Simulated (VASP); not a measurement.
Here is a VASP 6.6.1 calculation.

Contents of INCAR:

```
PREC     = Accurate       # precision mode
ENCUT    = 600            # plane-wave cutoff, eV
EDIFF    = 1E-7           # SCF threshold, eV
ISMEAR   = 0              # smearing method
SIGMA    = 0.03           # smearing width, eV
LREAL    = False          # projectors in reciprocal space
LASPH    = True           # aspherical terms in the spheres
NELM     = 80             # most SCF steps
ALGO     = Normal         # electronic algorithm
ISIF     = 3              # what is computed and relaxed
LWAVE    = False          # write WAVECAR
LCHARG   = False          # write CHGCAR
GGA      = PE             # functional
IBRION   = 2              # ionic algorithm
NSW      = 90             # ionic steps
EDIFFG   = -0.005         # ionic threshold
```

File KPOINTS:

```
Automatic mesh
0
Gamma
  10 10 10
```

POSCAR

```
Ge                                      
1.0
    0.0000000000      2.8781224751      2.8781224751
    2.8781224751     -0.0000000000      2.8781224751
    2.8781224751      2.8781224751     -0.0000000000
  Ge            
     2
Direct
     0.0000000000000000    0.0000000000000000    0.0000000000000000
     0.2500000000000000    0.2500000000000000    0.2500000000000000
```

Potentials or basis: VASP PAW PBE potentials, release 64 (Ge_d).

Launch:

```sh
$ cat potpaw_PBE.64/Ge_d/POTCAR > POTCAR
$ mpirun -np 1 vasp_std > vasp.out
```

Problem. Estimate the space group after relaxing (to 0.05 Å).

Solution. Fd-3m (No. 227).

Problem. What does it give for the band gap on the k mesh?

Solution. None (metal or under the smearing width).

Problem. What does it give for the relaxed cell?

Solution. a = 4.074 Å, b = 4.074 Å, c = 4.074 Å, α = 60.00°, β = 60.00°, γ = 60.00°.

Problem. Estimate the relaxed volume.

Solution. 23.90 Å³/atom.

Final structure:
```yaml
crystal:
  lattice:
    - [0.00000, 2.88050, 2.88050]
    - [2.88050, 0.00000, 2.88050]
    - [2.88050, 2.88050, 0.00000]
  atoms:
    - { symbol: Ge, position: [0.00000, 0.00000, 0.00000] }
    - { symbol: Ge, position: [0.25000, 0.25000, 0.25000] }
```

Caveat: this crystal is a semiconductor, whose small gap the functional closes, so the metal is an error of the method.
